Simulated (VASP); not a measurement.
# B (R-3m) in VASP: single point with PBE

Aim: the single point of B with PBE.

Program: VASP 6.6.1. These are calculated values, not measurements. Logs are shortened: lines on timing, memory, paths and dates and some standing lists are left out, and cuts for length are marked.

## (1) The crystal as given

Symmetry: R-3m, No. 166, trigonal system. The conventional cell has a = 4.899 Å, b = 4.899 Å, c = 12.546 Å, α = 90.00°, β = 90.00°, γ = 120.00°. B (site symmetry m) has 6 B at 1.67 to 1.80 Å as nearest neighbours. B (site symmetry m) has 7 B at 1.78 to 2.01 Å as nearest neighbours.

## (2) Single point, PBE

Contents of INCAR:

```
ALGO = Fast
EDIFF = 1E-6
ENCUT = 520
GGA = PE
ISIF = 2
ISMEAR = 0
LASPH = T
LCHARG = T
LELF = T
LREAL = F
LVHAR = T
LWAVE = F
NBANDS = 30
NELM = 100
PREC = Accurate
SIGMA = 0.05
```

Contents of KPOINTS:

```
k-points
0
Gamma
  8 8 8
```

Contents of POSCAR:

```
B
1.0
    2.4494006869      1.4141621459      4.1819462716
   -2.4494006869      1.4141621459      4.1819462716
    0.0000000000     -2.8283242918      4.1819462716
B
12
Direct
    0.0102804585      0.6540715308      0.0102804585
    0.0102804585      0.0102804585      0.6540715308
    0.6540715308      0.0102804585      0.0102804585
    0.9897195415      0.3459284692      0.9897195415
    0.9897195415      0.9897195415      0.3459284692
    0.3459284692      0.9897195415      0.9897195415
    0.2210347522      0.6306084650      0.2210347522
    0.2210347522      0.2210347522      0.6306084650
    0.6306084650      0.2210347522      0.2210347522
    0.7789652478      0.3693915350      0.7789652478
    0.7789652478      0.7789652478      0.3693915350
    0.3693915350      0.7789652478      0.7789652478
```

Potentials or basis: VASP PAW PBE potentials, release 64 (B).

Launch:

```bash
> cat potpaw_PBE.64/B/POTCAR > POTCAR
> mpirun -np 1 vasp_std > vasp.out
```

OUTCAR:

```text
EDIFF = 1E-6
   ENCUT = 520
   GGA = PE
   ISIF = 2
   ISMEAR = 0
   LASPH = T
   LREAL = F
   NELM = 100
   PREC = Accurate

 ion  position               nearest neighbor table
   1  0.010  0.654  0.010-   4 1.67   2 1.74   3 1.74   7 1.79  12 1.80  11 1.80
   2  0.010  0.010  0.654-   5 1.67   3 1.74   1 1.74   8 1.79  10 1.80  12 1.80
   3  0.654  0.010  0.010-   6 1.67   2 1.74   1 1.74   9 1.79  10 1.80  11 1.80
   4  0.990  0.346  0.990-   1 1.67   5 1.74   6 1.74  10 1.79   9 1.80   8 1.80
   5  0.990  0.990  0.346-   2 1.67   4 1.74   6 1.74  11 1.79   9 1.80   7 1.80
   6  0.346  0.990  0.990-   3 1.67   5 1.74   4 1.74  12 1.79   7 1.80   8 1.80
   7  0.221  0.631  0.221-  12 1.78  11 1.78   1 1.79   6 1.80   5 1.80   8 2.01   9 2.01
   8  0.221  0.221  0.631-  10 1.78  12 1.78   2 1.79   4 1.80   6 1.80   7 2.01   9 2.01
   9  0.631  0.221  0.221-  10 1.78  11 1.78   3 1.79   4 1.80   5 1.80   8 2.01   7 2.01
  10  0.779  0.369  0.779-   9 1.78   8 1.78   4 1.79   3 1.80   2 1.80  11 2.01  12 2.01
  11  0.779  0.779  0.369-   7 1.78   9 1.78   5 1.79   3 1.80   1 1.80  10 2.01  12 2.01
  12  0.369  0.779  0.779-   7 1.78   8 1.78   6 1.79   1 1.80   2 1.80  11 2.01  10 2.01

  LATTYP: Found a trigonal (rhomboedric) cell.
 ALAT       =     5.0485733548
 COS(alpha) =     0.5292261572

  Lattice vectors:

 A1 = (   2.4494006869,   1.4141621459,   4.1819462716)
 A2 = (  -2.4494006869,   1.4141621459,   4.1819462716)
 A3 = (   0.0000000000,  -2.8283242918,   4.1819462716)

Analysis of symmetry for initial positions (statically):
=====================================================================
 Subroutine PRICEL returns:
 Original cell was already a primitive cell.

 Routine SETGRP: Setting up the symmetry group for a
 trigonal (rhombohedral) supercell.

 Subroutine GETGRP returns: Found 12 space group operations
 (whereof 12 operations were pure point group operations)
 out of a pool of 12 trial point group operations.

The static configuration has the point symmetry D_3d.

Analysis of symmetry for dynamics (positions and initial velocities):
=====================================================================
 Subroutine PRICEL returns:
 Original cell was already a primitive cell.

 Routine SETGRP: Setting up the symmetry group for a
 trigonal (rhombohedral) supercell.

 Subroutine GETGRP returns: Found 12 space group operations
 (whereof 12 operations were pure point group operations)
 out of a pool of 12 trial point group operations.

The dynamic configuration has the point symmetry D_3d.

 Subroutine INISYM returns: Found 12 space group operations
 (whereof 12 operations are pure point group operations),
 and found     1 'primitive' translations

----------------------------------------------------------------------------------------

                                     Primitive cell

  volume of cell :      86.9138

  direct lattice vectors                    reciprocal lattice vectors
     2.449400687  1.414162146  4.181946272     0.204131567  0.117855415  0.079707703
    -2.449400687  1.414162146  4.181946272    -0.204131567  0.117855415  0.079707703
     0.000000000 -2.828324292  4.181946272     0.000000000 -0.235710830  0.079707703

  length of vectors
     5.048573355  5.048573355  5.048573355     0.248823056  0.248823056  0.248823056

  position of ions in fractional coordinates (direct lattice)
     0.010280458  0.654071531  0.010280458
     0.010280458  0.010280458  0.654071531
     0.654071531  0.010280458  0.010280458
     0.989719542  0.345928469  0.989719542
     0.989719542  0.989719542  0.345928469
     0.345928469  0.989719542  0.989719542
     0.221034752  0.630608465  0.221034752
     0.221034752  0.221034752  0.630608465
     0.630608465  0.221034752  0.221034752
     0.778965248  0.369391535  0.778965248
     0.778965248  0.778965248  0.369391535
     0.369391535  0.778965248  0.778965248

  ion indices of the primitive-cell ions
   primitive index   ion index
                 1           1
                 2           2
                 3           3
                 4           4
                 5           5
                 6           6
                 7           7
                 8           8
                 9           9
                10          10
                11          11
                12          12

----------------------------------------------------------------------------------------

 KPOINTS: k-points

Automatic generation of k-mesh.
 Grid dimensions read from file:
 generate k-points for:    8    8    8

 Generating k-lattice:

  Cartesian coordinates                     Fractional coordinates (reciprocal lattice)
     0.025516446  0.014731927  0.009963463     0.125000000  0.000000000  0.000000000
    -0.025516446  0.014731927  0.009963463     0.000000000  0.125000000  0.000000000
     0.000000000 -0.029463854  0.009963463     0.000000000  0.000000000  0.125000000

  Length of vectors
     0.031102882  0.031102882  0.031102882

  Shift w.r.t. Gamma in fractional coordinates (k-lattice)
     0.000000000  0.000000000  0.000000000

 Subroutine IBZKPT returns following result:
 ===========================================

 Found     65 irreducible k-points:

 Following reciprocal coordinates:
            Coordinates               Weight
  0.000000  0.000000  0.000000      1.000000
  0.125000 -0.000000 -0.000000      6.000000
  0.250000 -0.000000 -0.000000      6.000000
  0.375000 -0.000000 -0.000000      6.000000
  0.500000 -0.000000 -0.000000      3.000000
  0.125000  0.125000 -0.000000      6.000000
[... 16 lines left out ...]
  0.250000  0.125000  0.125000      6.000000
  0.375000  0.125000  0.125000      6.000000
 [... further k-points ...]
   k-points           NKPTS =     65   k-points in BZ     NKDIM =     65   number of bands    NBANDS=     30
   number of dos      NEDOS =    301   number of ions     NIONS =     12
   total plane-waves  NPLWV =  64000
   dimension x,y,z NGX =    40 NGY =   40 NGZ =   40
   dimension x,y,z NGXF=    80 NGYF=   80 NGZF=   80
   ions per type =              12
   NGX,Y,Z   is equivalent  to a cutoff of  13.17, 13.17, 13.17 a.u.
   NGXF,Y,Z  is equivalent  to a cutoff of  26.34, 26.34, 26.34 a.u.
 SYSTEM =  unknown system
   PREC   = accura    normal or accurate (medium, high low for compatibility)
   ISTART =      0    job   : 0-new  1-cont  2-samecut
   ICHARG =      2    charge: 1-file 2-atom 10-const
   ISPIN  =      1    spin polarized calculation?
   LNONCOLLINEAR =      F non collinear calculations
   LSORBIT =      F    spin-orbit coupling
   LASPH  =      T    aspherical Exc in radial PAW
   ENCUT  =  520.0 eV  38.22 Ry    6.18 a.u.   9.39  9.39  9.39*2*pi/ulx,y,z
   NELM   =    100;   NELMIN=  2; NELMDL= -5     # of ELM steps
   EDIFF  = 0.1E-05   stopping-criterion for ELM
[... 8 lines left out ...]
   TEBEG  =    0.0;   TEEND  =   0.0 temperature during run
   PSTRESS=    0.0 pullay stress
   NELECT =      36.0000    total number of electrons
   NUPDOWN=      -1.0000    fix difference up-down
   EMIN   =  10.00;   EMAX   =-10.00  energy-range for DOS
   EFERMI =   0.00;   METHOD = LEGACY
   ISMEAR =     0;   SIGMA  =   0.05  broadening in eV -4-tet -1-fermi 0-gaus
   EFERMI_NEDOS =   21; number of points for ismear=-14 and -15
   IALGO  =     68    algorithm
   IMIX   =      4    mixing-type and parameters
     AMIX     =   0.40;   BMIX     =  1.00
     AMIX_MAG =   1.60;   BMIX_MAG =  1.00
  volume/ion in A,a.u.               =       7.24        48.88
  Fermi-wavevector in a.u.,A,eV,Ry     =   1.220336  2.306101 20.262067  1.489220
  Thomas-Fermi vector in A             =   2.355557
   LORBIT       =      0    0 simple, 1 ext, 2 COOP (PROOUT), +10 PAW based schemes
   GGA     = PE    functional components
   LHFCALC =     F    Hartree Fock is set to
   AEXX    =    0.0000 exact exchange contribution
   IVDW    =     0    specifies the selected vdW correction
   LEPSILON=     F    determine dielectric tensor
   LRPA    =     F    only Hartree local field effects (RPA)
 non-spin polarized calculation
 RMM-DIIS sequential band-by-band and
 Gauss-broadening in eV      SIGMA  =   0.05
  energy-cutoff  :      520.00
  volume of cell :       86.91
 maximum number of plane-waves:      2367
 NGX is ok and might be reduce to    40
   NGX = 19   NGY = 19   NGZ = 19

 number of electron      36.0000000 magnetization

 Free energy of the ion-electron system (eV)
  ---------------------------------------------------
  ext. energy  EPLUGINS =         0.00000000
  ---------------------------------------------------
  free energy    TOTEN  =       -80.45854503 eV

  energy without entropy =      -80.45854503  energy(sigma->0) =      -80.45854503

 E-fermi :   6.1332     XC(G=0): -11.5560

 val. band max:        5.9087901722   @ k =   0.5000   0.5000   0.5000
 cond. band min:       7.3791143992   @ k =   0.5000   0.5000  -0.0000
 fundamental gap:      1.4703242270
 Fermi energy:         6.1332432381

 k-point     1 :       0.0000    0.0000    0.0000
  band No.  band energies     occupation
      1     -10.2702      2.00000
      2      -4.5333      2.00000
      3      -4.2805      2.00000
      4      -4.2805      2.00000
      5      -3.2131      2.00000
      6      -2.5664      2.00000
[... 22 lines left out ...]
     29      15.6156      0.00000
     30      16.2187      0.00000

 k-point     2 :       0.1250   -0.0000   -0.0000
  band No.  band energies     occupation
      1     -10.1821      2.00000
      2      -5.0555      2.00000
      3      -4.5816      2.00000
      4      -4.4331      2.00000
      5      -2.9657      2.00000
      6      -2.4954      2.00000
[... 22 lines left out ...]
     29      15.0739      0.00000
     30      15.7495      0.00000

 k-point     3 :       0.2500   -0.0000   -0.0000
  band No.  band energies     occupation
      1      -9.9318      2.00000
      2      -6.1248      2.00000
      3      -4.6924      2.00000
      4      -4.6909      2.00000
      5      -3.2810      2.00000
      6      -2.2942      2.00000
[... 22 lines left out ...]
     29      14.4444      0.00000
     30      15.1015      0.00000

 k-point     4 :       0.3750   -0.0000   -0.0000
  band No.  band energies     occupation
      1      -9.5872      2.00000
      2      -7.0047      2.00000
      3      -4.8791      2.00000
      4      -4.7708      2.00000
      5      -3.5358      2.00000
      6      -2.4300      2.00000
[... 22 lines left out ...]
     29      14.0727      0.00000
     30      14.9332      0.00000

 k-point     5 :       0.5000   -0.0000   -0.0000
  band No.  band energies     occupation
      1      -9.3842      2.00000
      2      -7.3911      2.00000
      3      -4.9443      2.00000
      4      -4.7977      2.00000
      5      -3.6251      2.00000
      6      -2.5175      2.00000
[... 22 lines left out ...]
     29      13.8104      0.00000
     30      15.0699      0.00000
[... 526 lines left out ...]
     29      14.8971      0.00000
     30      15.3103      0.00000

 k-point    22 :       0.1250    0.1250    0.1250
  band No.  band energies     occupation
      1     -10.2056      2.00000
      2      -5.0130      2.00000
      3      -4.3127      2.00000
      4      -4.3127      2.00000
      5      -3.3326      2.00000
      6      -2.5631      2.00000
[... 22 lines left out ...]
     29      14.7685      0.00000
     30      15.7224      0.00000

 k-point    23 :       0.2500    0.1250    0.1250
  band No.  band energies     occupation
      1     -10.0784      2.00000
      2      -5.3639      2.00000
      3      -5.0376      2.00000
      4      -4.3843      2.00000
      5      -3.0070      2.00000
      6      -2.5144      2.00000
[... 22 lines left out ...]
     29      14.5717      0.00000
     30      15.1180      0.00000

 k-point    24 :       0.3750    0.1250    0.1250
  band No.  band energies     occupation
      1      -9.8021      2.00000
      2      -6.2957      2.00000
      3      -5.2730      2.00000
      4      -4.6625      2.00000
      5      -3.2621      2.00000
      6      -2.1163      2.00000
[... 22 lines left out ...]
     29      15.0263      0.00000
     30      15.1649      0.00000

 [... further k-points ...]
[... 5 lines left out ...]
  --------------------------------------------------------------------------------------
  -------------------------------------------------------------------------------------
  Total        0.0362371      0.0362371      0.0395834      0.0000000      0.0000000      0.0000000
  in kB        0.6679989      0.6679989      0.7296834      0.0000000      0.0000000      0.0000000
  external PRESSURE =       0.6885604 kB  Pullay stress =       0.0000000 kB

 VOLUME and BASIS-vectors are now :
 -----------------------------------------------------------------------------
  energy-cutoff  :      520.00
  volume of cell :       86.91
      direct lattice vectors                 reciprocal lattice vectors
     2.449400687  1.414162146  4.181946272     0.204131567  0.117855415  0.079707703
    -2.449400687  1.414162146  4.181946272    -0.204131567  0.117855415  0.079707703
     0.000000000 -2.828324292  4.181946272     0.000000000 -0.235710830  0.079707703

 POSITION                                       TOTAL-FORCE (eV/Angst)
 -----------------------------------------------------------------------------------
     -1.57690      0.91042      2.82128         0.007442     -0.004297     -0.009370
      0.00000     -1.82085      2.82128         0.000000      0.008593     -0.009370
      1.57690      0.91042      2.82128        -0.007442     -0.004297     -0.009370
      1.57690     -0.91042      9.72456        -0.007442      0.004297      0.009370
      0.00000      1.82085      9.72456         0.000000     -0.008593      0.009370
     -1.57690     -0.91042      9.72456         0.007442      0.004297      0.009370
     -1.00321      0.57920      4.48588         0.009598     -0.005541      0.003424
      0.00000     -1.15841      4.48588         0.000000      0.011082      0.003424
      1.00321      0.57920      4.48588        -0.009598     -0.005541      0.003424
      1.00321     -0.57920      8.05996        -0.009598      0.005541     -0.003424
      0.00000      1.15841      8.05996         0.000000     -0.011082     -0.003424
     -1.00321     -0.57920      8.05996         0.009598      0.005541     -0.003424
 -----------------------------------------------------------------------------------
    total drift:                                0.000000      0.000000      0.000000

  FREE ENERGIE OF THE ION-ELECTRON SYSTEM (eV)
  ---------------------------------------------------
  free  energy   TOTEN  =       -80.4585450350 eV

  energy  without entropy=      -80.4585450350  energy(sigma->0) =      -80.45854503
```

Run time: 2.1 min. Hardware: 1 thread of Intel Xeon Platinum 8488C (Sapphire Rapids), shared host; peak memory 0.29 GiB.

Results:

| Item | Value |
| --- | --- |
| Free energy | -80.4585 eV |
| Pressure | 0.1 GPa |
| Largest force | 0.013 eV/Å |
| Band gap on the k mesh | 1.47 eV, indirect (least direct gap 1.84 eV) |

Forces in eV/Å, atoms in the order of the input:
```
B    0.007 -0.004 -0.009
B    0.000  0.009 -0.009
B   -0.007 -0.004 -0.009
B   -0.007  0.004  0.009
B    0.000 -0.009  0.009
B    0.007  0.004  0.009
B    0.010 -0.006  0.003
B    0.000  0.011  0.003
B   -0.010 -0.006  0.003
B   -0.010  0.006 -0.003
B    0.000 -0.011 -0.003
B    0.010  0.006 -0.003
```

Levels at points of the mesh, in eV from the valence-band top:
| k point | band 15 | band 16 | band 17 | band 18 | band 19 | band 20 | band 21 | band 22 |
| --- | --- | --- | --- | --- | --- | --- | --- | --- |
| (0.00, 0.00, 0.00) | -1.37 | -0.84 | -0.84 | -0.36 | 1.50 | 4.54 | 4.54 | 4.73 |
| (0.50, 0.00, 0.00) | -2.68 | -1.93 | -1.70 | -0.59 | 1.95 | 3.21 | 3.65 | 4.87 |
| (0.50, 0.50, 0.00) | -2.94 | -2.58 | -2.11 | -1.92 | 1.47 | 2.68 | 2.83 | 3.51 |
| (0.50, 0.50, 0.50) | -2.99 | -1.87 | -1.87 | 0.00 | 2.63 | 2.79 | 2.79 | 4.92 |

A k mesh can miss the band edges. Expect the measured gap to be larger: semilocal functionals such as PBE lack the derivative discontinuity.
